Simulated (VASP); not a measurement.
Wanted: the native input for a VASP 6.6.1 run.

| Quantity | Value |
| --- | --- |
| Task | single point |
| Functional | PBE |
| Potentials or basis | VASP PAW PBE potentials, release 64 (C) |
| Cutoff | 520 eV |
| k mesh | 12 × 12 × 4 |
| Occupations | gaussian, width 0.011 eV |
| Spin | no spin polarisation |
| Further INCAR settings | ALGO = Normal; EDIFF = 1e-06 |

The structure of C lies in POSCAR:

```
C
1.0
    2.5221000000      0.0000000000      0.0000000000
   -1.2610500000      2.1842026709      0.0000000000
    0.0000000000      0.0000000000      8.2371000000
C
8
Direct
    0.6666666667      0.3333333333      0.8437500000
    0.3333333333      0.6666666667      0.3437500000
    0.6666666667      0.3333333333      0.6562500000
    0.3333333333      0.6666666667      0.1562500000
    0.0000000000      0.0000000000      0.9062500000
    0.0000000000      0.0000000000      0.4062500000
    0.0000000000      0.0000000000      0.5937500000
    0.0000000000      0.0000000000      0.0937500000
```

This is a hexagonal form of diamond, not graphite.

One way to write it, as run:

INCAR

```
ALGO = Normal ; EDIFF = 1E-6
ENCUT = 520 ; GGA = PE
ISIF = 2 ; ISMEAR = 0
LASPH = True ; LCHARG = True
LELF = True ; LREAL = False
LVHAR = True ; LWAVE = False
NELM = 60 ; PREC = Accurate
SIGMA = 0.011
```

KPOINTS

```
k-points
0
Gamma
  12 12 4
```

Potentials or basis: VASP PAW PBE potentials, release 64 (C).

Command:

```console
$ cat potpaw_PBE.64/C/POTCAR > POTCAR
$ mpirun -np 1 vasp_std > vasp.out
```

Results of the run:

- Pressure: 2.9 GPa
- Largest force: 0.329 eV/Å
- Band gap on the k mesh: 4.41 eV, indirect (least direct gap 5.18 eV)

Wall time 20 s on 1 thread of Intel(R) Xeon(R) 6975P-C (Granite Rapids), with other jobs on the host, peak memory 0.17 GiB.
